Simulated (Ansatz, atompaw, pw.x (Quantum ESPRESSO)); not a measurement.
**From atom to crystal: PAW (atompaw) potential for indium (In)**

| Property | Result |
| --- | --- |
| Element | In |
| Generator | atompaw 4.2.0.5 |
| Type | PAW |
| Functional | PBE |
| Relativity | scalar-relativistic |
| Frozen core | [Kr] 4d10 |
| Valence charge | 3 |
| Reference configuration | 5s2 5p1 |
| Partial waves | 5s (bound); 5s channel at 0.7 Ry; 5p (bound); 5p channel at 5.2 Ry; 5d channel at 0.2 Ry |
| Local potential | troulliermartins scheme with l = 3 at 0 Ry, radius 2.85 bohr |
| Core correction | smooth core density matched at 1.65 bohr |
| Augmentation charge | sinc compensation charge, radius 2.75 bohr; PAW radius 3.00 bohr; waves and projectors: bloechl |

Crystal test: fcc In in pw.x 7.5, no spin, 12³ k-points, Fermi–Dirac smearing 0.01 Ry, cutoffs 40/400 Ry. The reference is all-electron LAPW (Ansatz 0.2.0) with the same functional, mesh and smearing; V0 and B0 come from Birch–Murnaghan fits to the pressures at five volumes. Errors are pseudo minus all-electron; Δ is the rms difference of the E(V) curves that follow from these fits, minima aligned, over ±6 % about the mean V0. Mesh and smearing are coarse, so the numbers serve the comparison and aren't converged zero-temperature values; the lattice is a test structure that the element need not adopt.

All-electron: a0 = 4.791 Å (V0 = 27.50 Å³/atom), B0 = 34.9 GPa.

Q: How far does the potential miss the all-electron equation of state?

A: mean pressure error (GPa): -1.13; a0 (Å): 4.739; a0 error (%): -1.10; B0 error (%): +9.3; Δ (meV/atom): 7.1. This is a poor potential for the solid. The logarithmic derivative shows an extra or strongly shifted pseudo pole above the reference energy (d near 1.59 Ry).

```csv
V (Å³/atom),P all-electron (GPa),P pseudo (GPa)
26.366,1.64,0.35
27.060,0.58,-0.62
27.754,-0.32,-1.44
28.448,-1.08,-2.14
29.142,-1.74,-2.73
```

Q: At the middle volume, how do free energy and pressure move when the wave cutoff is lowered (ecutrho held at 400 Ry)?

A:

```json
{"cutoff (Ry)": "18", "shift of F (meV/atom)": "+13.4", "shift of P (GPa)": "-0.35"}
{"cutoff (Ry)": "24", "shift of F (meV/atom)": "+0.6", "shift of P (GPa)": "-0.03"}
{"cutoff (Ry)": "32", "shift of F (meV/atom)": "+0.0", "shift of P (GPa)": "+0.00"}
```

The run at the middle volume (72 k-points, 8 iterations) took about 6.8 s on one core of a shared host (AMD EPYC 9R14, 96 threads, 370 GiB, load 36).
